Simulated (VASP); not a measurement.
Write the native input for VASP 6.6.1 that does the following.

| Property | Result |
| --- | --- |
| Task | relaxation of cell and atoms |
| Functional | PBE |
| Potentials or basis | VASP PAW PBE potentials, release 64 (Al) |
| Cutoff | 520 eV |
| k mesh | 24 × 24 × 24 |
| Occupations | gaussian, width 0.1 eV |
| Spin | no spin polarisation |
| Further INCAR settings | ALGO = Normal; EDIFF = 1e-07; IBRION = 2; EDIFFG = -0.002; NSW = 80; ISIF = 3 |

The structure of Al lies in POSCAR:

```
Al                                      
1.0
   -0.0000000000      2.0195359386      2.0195359386
    2.0195359386      0.0000000000      2.0195359386
    2.0195359386      2.0195359386      0.0000000000
  Al            
     1
Direct
     0.0000000000000000    0.0000000000000000    0.0000000000000000
```

These files were run (other wordings do the same):

INCAR

```
SYSTEM = Al
PREC = Accurate
ENCUT = 520
EDIFF = 1E-7
ISMEAR = 0
SIGMA = 0.1
LREAL = .FALSE.
LASPH = .TRUE.
NELM = 80
ALGO = Normal
ISIF = 3
LWAVE = .FALSE.
LCHARG = .FALSE.
GGA = PE
IBRION = 2
NSW = 80
EDIFFG = -0.002
```

KPOINTS

```
regular mesh
0
G
  24 24 24
  0 0 0
```

Potentials or basis: VASP PAW PBE potentials, release 64 (Al).

The run is started by

```sh
$ cat potpaw_PBE.64/Al/POTCAR > POTCAR
$ mpirun -np 1 vasp_std > vasp.out
```

It gave:

```json
{
 "Pressure after relaxing": "0.0 GPa",
 "Band gap on the k mesh": "none (metal or under the smearing width)"
}
```

Caveat: the relaxation stopped at its first step, so nothing moved.

It took 15 s on 1 thread of Intel(R) Xeon(R) Platinum 8559C (Emerald Rapids) (shared host), peak memory 0.15 GiB.
